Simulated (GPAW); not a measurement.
GaAs:

```
As Ga
1.0
     0.00000    2.82685    2.82685
     2.82685    0.00000    2.82685
     2.82685    2.82685    0.00000
As Ga
1 1
Direct
  0.75000 0.75000 0.75000
  0.00000 0.00000 0.00000
```

Base run:

```yaml
Program: GPAW 26.7.0
Functional: RPBE
Potentials_or_basis: the program's PAW data sets (release 1.2.1) made for this functional
Cutoff: 600 eV
Basis: pw
k_mesh: 8 × 8 × 8
Occupations: fermi-dirac, width 0.05 eV
Spin: no spin polarisation
```

Its results: band gap on the k mesh 0.71 eV, direct; pressure 6.3 GPa.

Question: The run is repeated on the same cell with these changes: functional from RPBE to BLYP; potentials or basis from the program's PAW data sets (release 1.2.1) made for this functional to PAW data sets generated in the run's folder for this functional. What comes out?

Answer: Band gap on the k mesh 0.43 eV, direct; pressure 7.7 GPa.
